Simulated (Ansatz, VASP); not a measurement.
## AlNi3: VASP beside Ansatz

File INCAR:

```
SYSTEM = AlNi3
ALGO     = Normal         ! electronic algorithm
EDIFF    = 1E-7           ! SCF threshold, eV
ENCUT    = 520            ! plane-wave cutoff, eV
GGA      = PE             ! functional
ISIF     = 2              ! what is computed and relaxed
ISMEAR   = -1             ! smearing method
ISPIN    = 2              ! spin polarisation
LASPH    = .TRUE.         ! aspherical terms in the spheres
LCHARG   = .FALSE.        ! write CHGCAR
LMAXMIX  = 4              ! l up to which the mixer works
LORBIT   = 11             ! projections on sites
LREAL    = .FALSE.        ! projectors in reciprocal space
LWAVE    = .FALSE.        ! write WAVECAR
MAGMOM   = 1 1 1 0        ! initial moments
NBANDS   = 28             ! bands
NELM     = 150            ! most SCF steps
PREC     = Accurate       ! precision mode
SIGMA    = 0.05           ! smearing width, eV
```

KPOINTS

```
k-points
0
G
  8 8 8
  0 0 0
```

Contents of POSCAR:

```
AlNi3
1.0
    0.0000000000      2.8568417017      2.8568417017
    2.8568417017      0.0000000000      2.8568417017
    2.8568417017      2.8568417017      0.0000000000
Ni Al
3 1
Direct
    0.7500000000      0.7500000000      0.7500000000
    0.0000000000      0.0000000000      0.0000000000
    0.2500000000      0.2500000000      0.2500000000
    0.5000000000      0.5000000000      0.5000000000
```

The input input.yaml:

```yaml
crystal:
  lattice:
    - [0.0, 2.8568417017, 2.8568417017]
    - [2.8568417017, 0.0, 2.8568417017]
    - [2.8568417017, 2.8568417017, 0.0]
  atoms:
    - { symbol: Ni, position: [0.75, 0.75, 0.75], spin: 1.0 }
    - { symbol: Ni, position: [0.0, 0.0, 0.0], spin: 1.0 }
    - { symbol: Ni, position: [0.25, 0.25, 0.25], spin: 1.0 }
    - { symbol: Al, position: [0.5, 0.5, 0.5] }
hamiltonian:
  xc: pbe
  pseudopotentials: { kind: paw }
magnetization:
  spin_polarized: true
kpoints:
  mp_grid: { grid: [8, 8, 8] }
scf:
  occupations: { method: fermi_dirac, width: 0.05 }
output:
  forces: true
  stress: true
  eigenvalues: true
  write_density: true
  write_potential: true
  elf: true
  volumetric_format: npy
```

Change from the starting cell: volume scaled by 1.06.

Alike in both runs: task single point; functional PBE; k mesh 8 × 8 × 8; occupations fermi-dirac, width 0.05 eV; collinear spin, ferromagnetic start.

```csv
,VASP,Ansatz
version,VASP 6.6.1,Ansatz 0.2.0
potentials or method,"VASP PAW PBE potentials, release 64 (Ni, Al)",Ansatz PAW
plane-wave cutoff (eV),520,420
valence electrons in the cell,33,57
```

|  | VASP | Ansatz | Ansatz less VASP |
| --- | --- | --- | --- |
| gap on the k mesh at the Fermi level (eV) | none | none | - |
| pressure (GPa) | -3.7 | -3.7 | -0.01 |
| net moment per atom (μB) | 0.00 | 0.00 | 0.000 |

A gap of «none» marks a metal or a gap that the smearing closes. The two sets of potentials don't hold the same shells in valence.

Caveats: the starting moments weren't kept (Ansatz).
